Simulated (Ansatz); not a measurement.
# TiO2 (Anatase) in Ansatz: the effect of Hubbard term

Crystal: TiO2 (Anatase).

```
Ti O
1.0
    -1.89210    1.89210    4.75730
     1.89210   -1.89210    4.75730
     1.89210    1.89210   -4.75730
Ti O
2 4
Direct
  0.75000 0.25000 0.50000
  0.00000 0.00000 0.00000
  0.79190 0.79190 0.00000
  0.54190 0.04190 0.50000
  0.95810 0.45810 0.50000
  0.20810 0.20810 0.00000
```

Alike in all runs:

- Program: Ansatz 0.2.0
- Task: projected density of states
- Functional: PBE
- Potentials or basis: Ansatz PAW
- Cutoff: 420 eV (not typed: the program's choice for these potentials)
- k mesh: 10 × 10 × 10
- Occupations: fermi-dirac, width 0.05 eV
- Spin: no spin polarisation
- Hubbard projectors: ortho-atomic (the default)
- Double counting: fll (the default)

| Hubbard term | gap on the mesh (eV) | pressure (GPa) | largest force (eV/Å) |
| --- | --- | --- | --- |
| none | 2.14 | 5.2 | 0.10 |
| Ti d U = 1 eV | 2.25 | 5.9 | 0.09 |
| Ti d U = 2 eV | 2.37 | 6.8 | 0.08 |
| Ti d U = 3 eV | 2.51 | 7.6 | 0.07 |
| Ti d U = 4 eV | ? | ? | ? |
| Ti d U = 5 eV | 2.81 | 9.5 | 0.06 |
| Ti d U = 6 eV | 2.97 | 10.5 | 0.05 |
| Ti d U = 8 eV | 3.36 | 12.7 | 0.04 |

What does the run with Hubbard term Ti d U = 4 eV give?

gap on the mesh 2.65 eV; pressure 8.5 GPa; largest force 0.06 eV/Å.

Worked out: A parabola through the other rows of the gap on the mesh, of slope 0.152 eV per eV there, gives 2.65 eV, against the run's 2.65. A parabola through the other rows of the pressure, of slope 0.939 GPa per eV there, gives 8.5 GPa, against the run's 8.5. A straight line through the other rows of the largest force, of slope -0.00744 eV/Å per eV, gives 0.07 eV/Å, against the run's 0.06.

Caveats: the density of states is complete only up to the lowest level of the last band computed.

A k mesh can miss the band edges.

A gap of «none» marks a metal or a gap under the smearing width.
